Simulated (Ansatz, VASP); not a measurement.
This is a calculation of KI for Ansatz 0.2.0. 

input.yaml

```yaml
crystal:
  lattice:
    - [0.0, 3.532775, 3.532775]
    - [3.532775, 0.0, 3.532775]
    - [3.532775, 3.532775, 0.0]
  atoms:
    - { symbol: I, position: [0.5, 0.5, 0.5] }
    - { symbol: K, position: [0.0, 0.0, 0.0] }
hamiltonian:
  xc: pbesol
  pseudopotentials: { kind: paw }
kpoints:
  mp_grid: { grid: [7, 7, 7] }
scf:
  occupations: { method: fermi_dirac, width: 0.05 }
output:
  forces: true
  stress: true
  eigenvalues: true
relax:
  f_tol: 0.01
  max_steps: 40
  cell: { stress_tol: 0.05 }
```

Potentials or basis: Ansatz PAW.

Launch:

```console
$ ansatz run input.yaml --threads 1 --pin off --max-ram 3584MiB --backend cpu --events-out ev --progress --plain --runs-dir out
```

Problem. Set up the same calculation for VASP 6.6.1. Potentials or basis there: PBE PAW files I, K_sv, 600 eV.

Solution. As run (cutoffs and basis follow the program's own potentials, and thresholds, step limits or extra output files can differ):

File INCAR:

```
SYSTEM = KI
PREC = Accurate
ENCUT = 600
EDIFF = 1E-6
ISMEAR = -1
SIGMA = 0.05
LREAL = .FALSE.
LASPH = .TRUE.
NELM = 80
ALGO = Fast
ISIF = 3
LWAVE = .FALSE.
LCHARG = .FALSE.
GGA = PS
IBRION = 2
NSW = 40
EDIFFG = -0.005
```

Contents of KPOINTS:

```
regular mesh
0
G
  7 7 7
  0 0 0
```

File POSCAR:

```
KI
1.0
    0.0000000000      3.5327750000      3.5327750000
    3.5327750000      0.0000000000      3.5327750000
    3.5327750000      3.5327750000      0.0000000000
I K
1 1
Direct
    0.5000000000      0.5000000000      0.5000000000
    0.0000000000      0.0000000000      0.0000000000
```

Potentials or basis: VASP PAW PBE potentials, release 64 (I, K_sv).

The run is started by

```bash
$ cat potpaw_PBE.64/I/POTCAR potpaw_PBE.64/K_sv/POTCAR > POTCAR
$ mpirun -np 1 vasp_std > vasp.out
```

Both were run:

|  | Ansatz | VASP |
| --- | --- | --- |
| Relaxed volume | 42.97 Å³/atom | 43.16 Å³/atom |
| Relaxed cell | a = 4.953 Å, b = 4.953 Å, c = 4.953 Å, α = 60.00°, β = 60.00°, γ = 60.00° | a = 4.961 Å, b = 4.961 Å, c = 4.961 Å, α = 60.00°, β = 60.00°, γ = 60.00° |
| Space group after relaxing | Fm-3m (No. 225) | Fm-3m (No. 225) |
| Pressure after relaxing | 0.0 GPa | 0.0 GPa |

Ansatz's pressure holds a Pulay term of +0.01 GPa for its cutoff of 420 eV, which the other run lacks.

The potentials hold 26 and 16 valence electrons a cell.

Ansatz's potentials were made for PBE. VASP's potentials were made for PBE.

Where Ansatz's input types no cutoff or centring, it takes its own default and a Γ-centred mesh.

Pressure is positive in compression.
